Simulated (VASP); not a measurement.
**As: core levels with PBE**

The system is As.

```xyz
2
Lattice="1.8808 1.0859 3.5141 -1.8808 1.0859 3.5141 0.0000 -2.1718 3.5141" Properties=species:S:1:pos:R:3 pbc="T T T"
As    0.0000    0.0000    2.3825
As    0.0000    0.0000    8.1597
```

```
Program                : VASP 6.6.1
Task                   : core levels
Functional             : PBE
Potentials or basis    : VASP PAW PBE potentials, release 64 (As)
Cutoff                 : 520 eV
k mesh                 : 9 × 9 × 9
Occupations            : gaussian, width 0.02 eV
Spin                   : no spin polarisation
Further INCAR settings : ALGO = Normal; EDIFF = 1e-06
```

- Pressure: 4.1 GPa
- Largest force: 0.491 eV/Å
- Band gap on the k mesh: none (metal or under the smearing width)

Forces in eV/Å, atoms in the order of the input:
```
As   0.000  0.000  0.491
As   0.000  0.000 -0.491
```

Stress tensor (GPa, compression positive):
```
4.26 0.00 0.00
0.00 4.26 0.00
0.00 0.00 3.67
```

Levels at points of the mesh, in eV from the Fermi level:
```csv
k point,band 3,band 4,band 5,band 6,band 7,band 8
"(0.00, 0.00, 0.00)",-2.47,-2.04,-2.04,1.59,2.91,2.91
```

Core levels (eV, on the scale of the bands):
```csv
atom,levels
1 As,"1s -11707.8, 2s -1476.3, 2p -1293.1, 3s -180.2, 3p -123.6, 3d -30.6"
2 As,"1s -11707.8, 2s -1476.3, 2p -1293.1, 3s -180.2, 3p -123.6, 3d -30.6"
```

Wall time 19 s on 1 thread of AMD EPYC 9R45 (Zen 5), with other jobs on the host, peak memory 0.15 GiB.
